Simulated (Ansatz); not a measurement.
PtSe2 (Sudovikovite) under changes of volume

One of the cells (20.265 Å³/atom); the others are scaled copies at fixed shape and fractional positions:

```
Pt Se
1.0
     3.72400    0.00000    0.00000
    -1.86200    3.22508    0.00000
     0.00000    0.00000    5.06200
Pt Se
1 2
Direct
  0.00000 0.00000 0.00000
  0.66667 0.33333 0.75000
  0.33333 0.66667 0.25000
```

| Item | Value |
| --- | --- |
| Program | Ansatz 0.2.0 |
| Functional | PBE |
| Potentials or basis | all-electron LAPW, scalar-relativistic |
| Cutoff | 317 eV (chosen from the basis error) |
| Basis error allowed | 0.001 eV/atom |
| k mesh | 8 × 8 × 5 |
| Occupations | fermi-dirac, width 0.05 eV |
| Spin | no spin polarisation |

```tsv
volume (Å³/atom)	energy over the lowest point (meV/atom)	pressure (GPa)	largest force (eV/Å)
19.049	118.51	17.7	1.470
19.455	78.67	13.9	1.151
19.860	?	?	?
20.265	25.74	7.3	0.590
20.671	10.78	4.6	0.344
21.076	2.44	2.1	0.118
21.481	0.00	-0.1	0.090
```

**Question.** What does the run at 19.860 Å³/atom give?

**Answer.** Energy over the lowest point 48.07 meV/atom; pressure 10.4 GPa; largest force 0.858 eV/Å.

Worked out: A Birch-Murnaghan fit of order 3 (a polynomial in V^(-2/3)) to the other rows has its minimum at 21.46 Å³/atom with B0 = V·E''(V) = 112 GPa and B' = 4.8 at fixed shape and positions, which overstates the stiffness. It gives 48.09 meV/atom at 19.860 Å³/atom, against the run's 48.07, and -dE/dV = 10.4 GPa, against 10.4.

Energies are extrapolated to zero smearing.

Caveats: forces of over 1 eV/Å show positions far from the minimum, so gaps and moduli don't describe the material at rest (some runs).

The runs don't all hold the same shells in valence.
